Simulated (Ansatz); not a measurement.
CoPtO2: single point with PBE

Crystal: CoPtO2.

```
Pt Co O
1.0
     1.41227    0.81537    5.93939
    -1.41227    0.81537    5.93939
     0.00000   -1.63075    5.93939
Pt Co O
1 1 2
Direct
  0.00000 0.00000 0.00000
  0.50000 0.50000 0.50000
  0.11224 0.11224 0.11224
  0.88776 0.88776 0.88776
```

The cell is a database's computed one.

```yaml
Program: Ansatz 0.2.0
Task: single point
Functional: PBE
Potentials_or_basis: Ansatz PAW
Cutoff: "420 eV (not typed: the program's choice for these potentials)"
k_mesh: 11 × 11 × 11
Occupations: gaussian, width 0.021 eV
Spin: collinear spin, ferromagnetic start
Starting_moments: "[0.0, 2.0, 0.0, 0.0] μB"
```

```yaml
Pressure: 5.9 GPa
Largest_force: 0.103 eV/Å
Band_gap_on_the_k_mesh: none (metal or under the smearing width)
Net_moment: 0.00 μB per cell
Absolute_moment: 0.00 μB per cell
```

Forces in eV/Å, atoms in the order of the input:
```
Pt   0.000  0.000  0.000
Co   0.000  0.000  0.000
O    0.000  0.000 -0.103
O    0.000  0.000  0.103
```

Stress tensor (GPa, compression positive):
```
6.39 0.00 0.00
0.00 6.39 0.00
0.00 0.00 4.89
```

Levels at points of the mesh, in eV from the Fermi level:
Spin up:
```
           k point  band 20  band 21  band 22  band 23  band 24  band 25  band 26  band 27  band 28  band 29
(0.00, 0.00, 0.00)    -1.96    -1.96    -1.60    -1.60    -1.55     1.86     1.86     2.76     5.50     8.95
```
Spin down:
```
           k point  band 22  band 23  band 24  band 25  band 26  band 27
(0.00, 0.00, 0.00)    -1.60    -1.60    -1.55     1.86     1.86     2.76
```

Wall time 4.5 s on 2 threads of AMD EPYC 9R45 96-Core Processor (Zen 5), with other jobs on the host, peak memory 0.61 GiB.

Caveat: the starting moments collapsed, and a magnetic state may lie lower; the pressure holds a Pulay correction of +0.7 GPa for the finite cutoff; semilocal functionals often make such compounds metallic where correlation or magnetic order opens a gap, which also shifts bond lengths; the starting moments weren't kept. The run has no spin-orbit coupling, so splittings on Pt are missing.
